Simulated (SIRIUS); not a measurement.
Sc:

```
CELL_PARAMETERS angstrom
0.00000 2.26000 2.26000
2.26000 0.00000 2.26000
2.26000 2.26000 0.00000
ATOMIC_POSITIONS crystal
Sc 0.00000 0.00000 0.00000
```

This isn't the form of Sc at room conditions, which is hcp.

```yaml
Program: SIRIUS 7.12.0
Task: single point
Functional: PBE
Potentials_or_basis: all-electron FP-LAPW
Cutoff: 183 eV
Basis: apw+lo standard
k_mesh: 10 × 10 × 10
Occupations: fermi-dirac, width 0.05 eV
Spin: no spin polarisation
```

On this cell: band gap on the k mesh none (metal or under the smearing width).

The same run follows on a disturbed copy (cell strained at random):

```
Sc
1.0
    -0.01168    2.25030    2.29529
     2.24844   -0.02351    2.30712
     2.21212    2.22582    0.01281
Sc
1
Cartesian
  -0.0081 -0.0284 -0.0170
```

Task: What does the disturbed cell give?

Result: The energy (extrapolated to zero smearing) moves by +2.5 meV/atom; band gap on the k mesh none (metal or under the smearing width).
